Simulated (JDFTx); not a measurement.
# RbBr (Fm-3m) in JDFTx: further runs, part 2 of 2

JDFTx 1.7.0 (patched build). Earlier steps stand in the parts before.

## 4. Single point, r2SCAN

Contents of RbBr.in:

```
lattice \
    0.0000000000     6.4760914291     6.4760914291 \
    6.4760914291     0.0000000000     6.4760914291 \
    6.4760914291     6.4760914291     0.0000000000
coords-type Lattice
ion Rb     0.0000000000     0.0000000000     0.0000000000 1
ion Br     0.5000000000     0.5000000000     0.5000000000 1

ion-species pseudo/Rb.upf
ion-species pseudo/Br.upf
elec-cutoff 40 320
elec-ex-corr mgga-x-r2scan mgga-c-r2scan
kpoint-folding 3 3 3
elec-smearing Fermi 0.0018374661
elec-n-bands 14
electronic-SCF nIterations 100 energyDiffThreshold 1e-09
electronic-minimize nIterations 30 energyDiffThreshold 1e-7
converge-empty-states yes
forces-output-coords Cartesian

dump-name run.$VAR
dump End Ecomponents EigStats BandEigs Kpoints Forces Stress ElecDensity KEdensity
```

Potentials or basis: SG15-PBE-1.2 with smoothed tails.

Run with:

```bash
> jdftx -c 1 -i RbBr.in -o RbBr.out
```

Output:

```text
*************** JDFTx 1.7.0 (patched build) ***************

[... 9 lines left out ...]
---------- Initializing the Grid ----------
R =
[            0      6.47609      6.47609  ]
[      6.47609            0      6.47609  ]
[      6.47609      6.47609            0  ]
unit cell volume = 543.211
G =
[  -0.485106   0.485106   0.485106  ]
[   0.485106  -0.485106   0.485106  ]
[   0.485106   0.485106  -0.485106  ]
Minimum fftbox size, Smin = [  76  76  76  ]
Chosen fftbox size, S = [  80  80  80  ]

---------- Initializing tighter grid for wavefunction operations ----------
R =
[            0      6.47609      6.47609  ]
[      6.47609            0      6.47609  ]
[      6.47609      6.47609            0  ]
unit cell volume = 543.211
G =
[  -0.485106   0.485106   0.485106  ]
[   0.485106  -0.485106   0.485106  ]
[   0.485106   0.485106  -0.485106  ]
Minimum fftbox size, Smin = [  56  56  56  ]
Chosen fftbox size, S = [  56  56  56  ]

[... 88 lines left out ...]
Setting wave functions to eigenvectors of Hamiltonian
Converging empty states (this may take a while):
EmptyStates: None of the convergence criteria satisfied.
|deigs|: 1.524e-04

# Stress tensor in Cartesian coordinates [Eh/a0^3]:
[ -1.73111e-05            0            0  ]
[            0 -1.73111e-05            0  ]
[            0            0 -1.73111e-05  ]

# Ionic positions in lattice coordinates:
ion Rb   0.000000000000000   0.000000000000000   0.000000000000000 1
ion Br   0.500000000000000   0.500000000000000   0.500000000000000 1

# Forces in Cartesian coordinates:
force Rb   0.000000000000000   0.000000000000000  -0.000000000000000 1
force Br  -0.000000000000000   0.000000000000000  -0.000000000000000 1

# Energy components:
   Eewald =      -28.3094525901205323
       EH =        7.7281106533095203
     Eloc =      -22.2650780903639749
      Enl =       -0.1647295763100442
      Exc =       -6.4382410000516268
       KE =       11.3275859571037039
-------------------------------------
     Etot =      -38.1218046464329490
       TS =        0.0000000000000001
-------------------------------------
        F =      -38.1218046464329490

IonicMinimize: Iter:   0  F: -38.121804646432949  |grad|_K:       -nan
IonicMinimize: None of the convergence criteria satisfied after 0 iterations.

Dumping 'run.eigStats' ...
	eMin: -0.903486 at state 0 ( [ +0.000000 +0.000000 +0.000000 ] spin 0 )
	HOMO: +0.030259 at state 0 ( [ +0.000000 +0.000000 +0.000000 ] spin 0 )
	mu  : +0.090262
	LUMO: +0.208058 at state 0 ( [ +0.000000 +0.000000 +0.000000 ] spin 0 )
	eMax: +0.449688 at state 3 ( [ +0.000000 +0.333333 -0.333333 ] spin 0 )
	HOMO-LUMO gap: +0.177799
	Optical gap  : +0.177799 at state 0 ( [ +0.000000 +0.000000 +0.000000 ] spin 0 )
WARNING: the last solve of the electrons (or of bands or displaced states from it) ended unconverged.
Done!
[note: mu as printed may lie anywhere between the filled and the empty levels]
```

Wall time 4.1 min (1 thread of Intel Xeon 6975P-C (Granite Rapids), shared host); peak memory 0.35 GiB.

Results:

```yaml
Free_energy: -1037.3472 eV
Pressure: 0.5 GPa
Band_gap_on_the_k_mesh: 4.84 eV, direct
```

Caveat: the k mesh is coarse (spacing up to 0.53 Å⁻¹), so the values aren't converged; the empty levels aren't tightly converged; the potentials were made for another functional, which shifts forces and pressure. r2SCAN opens gaps a little over a GGA but as a rule still falls short of measured ones.

## 5. Single point, HSE06

Contents of RbBr.in:

```
lattice \
    0.0000000000     6.4760914291     6.4760914291 \
    6.4760914291     0.0000000000     6.4760914291 \
    6.4760914291     6.4760914291     0.0000000000
coords-type Cartesian
ion Rb     0.0000000000     0.0000000000     0.0000000000 1
ion Br     6.4760914291     6.4760914291     6.4760914291 1

ion-species pseudo/Rb.upf
ion-species pseudo/Br.upf
elec-cutoff 23 184
elec-ex-corr hyb-HSE06
kpoint-folding 3 3 3
elec-smearing Fermi 0.0018374661
elec-n-bands 14
electronic-SCF nIterations 100 energyDiffThreshold 1e-07
electronic-minimize nIterations 30 energyDiffThreshold 1e-7
converge-empty-states yes
forces-output-coords Cartesian

dump-name run.$VAR
dump End Ecomponents EigStats BandEigs Kpoints Forces Stress ElecDensity Dtot KEdensity
```

Potentials or basis: PseudoDojo-SR-PBE-0.5-standard with smoothed tails.

Run with:

```bash
> jdftx -c 1 -i RbBr.in -o RbBr.out
```

Output:

```text
*************** JDFTx 1.7.0 (patched build) ***************

[... 5 lines left out ...]
Found 48 point-group symmetries of the bravais lattice
Found 48 space-group symmetries with basis
Applied RMS atom displacement 1.1675e-16 bohrs to make symmetries exact.

---------- Initializing the Grid ----------
R =
[            0      6.47609      6.47609  ]
[      6.47609            0      6.47609  ]
[      6.47609      6.47609            0  ]
unit cell volume = 543.211
G =
[  -0.485106   0.485106   0.485106  ]
[   0.485106  -0.485106   0.485106  ]
[   0.485106   0.485106  -0.485106  ]
Minimum fftbox size, Smin = [  56  56  56  ]
Chosen fftbox size, S = [  56  56  56  ]

---------- Initializing tighter grid for wavefunction operations ----------
R =
[            0      6.47609      6.47609  ]
[      6.47609            0      6.47609  ]
[      6.47609      6.47609            0  ]
unit cell volume = 543.211
G =
[  -0.485106   0.485106   0.485106  ]
[   0.485106  -0.485106   0.485106  ]
[   0.485106   0.485106  -0.485106  ]
[... 307 lines left out ...]

# Stress tensor in Cartesian coordinates [Eh/a0^3]:
[ -2.82603e-05            0            0  ]
[            0 -2.82603e-05            0  ]
[            0            0 -2.82603e-05  ]

# Ionic positions in cartesian coordinates:
ion Rb   0.000000000000000  -0.000000000000000  -0.000000000000000 1
ion Br   6.476091429100000   6.476091429100000   6.476091429100000 1

# Forces in Cartesian coordinates:
force Rb   0.000000000000000  -0.000000000000000  -0.000000000000000 1
force Br  -0.000000000000000  -0.000000000000000   0.000000000000000 1

# Energy components:
   Eewald =      -28.3094525901205323
       EH =        7.3043566374282713
     Eloc =      -22.4139497044515537
      Enl =        1.1122727670891916
      Exc =       -9.7285393222744467
 Exc_core =        3.8582916132284870
      EXX =       -1.2329158836600047
       KE =       11.6375473527777693
-------------------------------------
     Etot =      -37.7723891299828125
       TS =        0.0000000000000001
-------------------------------------
        F =      -37.7723891299828125

IonicMinimize: Iter:   0  F: -37.772389129982813  |grad|_K:       -nan
IonicMinimize: None of the convergence criteria satisfied after 0 iterations.

#--- Lowdin population analysis ---
# oxidation-state Rb +0.748
# oxidation-state Br -0.697

Dumping 'run.eigStats' ...
	eMin: -0.935904 at state 0 ( [ +0.000000 +0.000000 +0.000000 ] spin 0 )
	HOMO: +0.016950 at state 0 ( [ +0.000000 +0.000000 +0.000000 ] spin 0 )
	mu  : +0.076952
	LUMO: +0.220687 at state 0 ( [ +0.000000 +0.000000 +0.000000 ] spin 0 )
	eMax: +0.456186 at state 3 ( [ +0.000000 +0.333333 -0.333333 ] spin 0 )
	HOMO-LUMO gap: +0.203737
	Optical gap  : +0.203737 at state 0 ( [ +0.000000 +0.000000 +0.000000 ] spin 0 )
Done!
[note: mu as printed may lie anywhere between the filled and the empty levels]
```

Wall time 15 min (1 thread of Intel Xeon Platinum 8259CL at 2.50GHz (Skylake/Cascade Lake), shared host); peak memory 0.22 GiB.

Results:

| Quantity | Value |
| --- | --- |
| Free energy | -1027.8391 eV |
| Pressure | 0.8 GPa |
| Band gap on the k mesh | 5.54 eV, direct |
| Loewdin charges | Rb +0.75; Br -0.70 e |

Levels at points of the mesh, in eV from the valence-band top:
| k point | band 5 | band 6 | band 7 | band 8 | band 9 | band 10 | band 11 | band 12 |
| --- | --- | --- | --- | --- | --- | --- | --- | --- |
| (0.00, 0.00, 0.00) | -8.97 | 0.00 | 0.00 | 0.00 | 5.54 | 8.48 | 8.48 | 8.48 |

Caveat: the k mesh is coarse (spacing up to 0.53 Å⁻¹), so the values aren't converged, least of all with exact exchange; this program's HSE differs a little from the usual definition; the hybrid runs on potentials with a model core; the potentials were made for another functional, which shifts forces and pressure.

## 6. The reference run

An earlier run on the cell as given: functional PBEsol; potentials or basis PseudoDojo-SR-PBEsol-0.4.1-standard with smoothed tails; cutoff 626 eV; density cutoff 5007 eV; k mesh 7 × 7 × 7; occupations fermi-dirac, width 0.05 eV; no spin polarisation.

* Pressure: -0.1 GPa
* Band gap on the k mesh: 4.21 eV, direct
* Loewdin charges: Rb +0.73; Br -0.67 e

## 7. Overview

| level | potentials or basis | k mesh | cutoff (eV) | smearing | SCF threshold on the energy | mesh quality | gap on the mesh (eV) | pressure (GPa) |
| --- | --- | --- | --- | --- | --- | --- | --- | --- |
| LDA | PseudoDojo-SR-LDA-0.4.1-standard with smoothed tails | 7 × 7 × 7 | 599 | gaussian 0.02 eV | 1e-09 Ha | not flagged | 3.95 | -1.3 |
| PBEsol | PseudoDojo-SR-PBEsol-0.4.1-standard with smoothed tails | 7 × 7 × 7 | 626 | fermi-dirac 0.05 eV | 1e-09 Ha | not flagged | 4.21 | -0.1 |
| r2SCAN | SG15-PBE-1.2 with smoothed tails | 3 × 3 × 3 | 1088 | fermi-dirac 0.05 eV | 1e-09 Ha | coarse | 4.84 | 0.5 |
| HSE06 | PseudoDojo-SR-PBE-0.5-standard with smoothed tails | 3 × 3 × 3 | 626 | fermi-dirac 0.05 eV | 1e-07 Ha | coarse | 5.54 | 0.8 |

Alike in all rows: task single point; no spin polarisation; cell as given.

Caveats: some runs use coarse meshes; the empty levels aren't tightly converged (some runs); the potentials were made for another functional, which shifts forces and pressure (some runs); an odd mesh through Γ misses points on the zone boundary, where band edges often lie (some runs); this program's HSE differs a little from the usual definition (some runs); the hybrid runs on potentials with a model core (some runs).

Total energies depend on the potentials used, so only differences within one code and one set of settings carry meaning.
